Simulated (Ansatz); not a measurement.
Crystal: Ni.

```
Ni
1.0
     0.00000    1.73757    1.73757
     1.73757    0.00000    1.73757
     1.73757    1.73757    0.00000
Ni
1
Direct
  0.00000 0.00000 0.00000
```

- Program: Ansatz 0.2.0
- Task: relaxation of cell and atoms
- Functional: LDA
- Potentials or basis: all-electron LAPW, scalar-relativistic
- Basis error allowed: 0.001 eV/atom
- k mesh: 13 × 13 × 13
- Occupations: fermi-dirac, width 0.05 eV
- Spin: collinear spin, ferromagnetic start
- Starting moments: [1.0] μB

At the start: volume 10.49 Å³/atom.

**Question.** How do energy, volume and symmetry change on relaxing?

**Answer.** Over 5 steps the energy falls by 15.4 meV/atom and the volume is 10.03 Å³/atom (-4.4 %); space group Fm-3m (No. 225, to 0.05 Å); moment 0.62 μB per cell.

Step by step:
| step | energy change (eV) | largest force (eV/Å) | volume (Å³) |
| --- | --- | --- | --- |
| 1 | 0.0000 | 0.0000 | 10.49 |
| 2 | -0.0114 | 0.0000 | 10.26 |
| 3 | -0.0154 | 0.0000 | 10.01 |
| 4 | -0.0154 | 0.0000 | 10.03 |
| 5 | -0.0154 | 0.0000 | 10.03 |

Final structure:
```
Ni
1.0
     0.00000    1.71185    1.71185
     1.71185    0.00000    1.71185
     1.71185    1.71185    0.00000
Ni
1
Direct
  0.00000 0.00000 0.00000
```
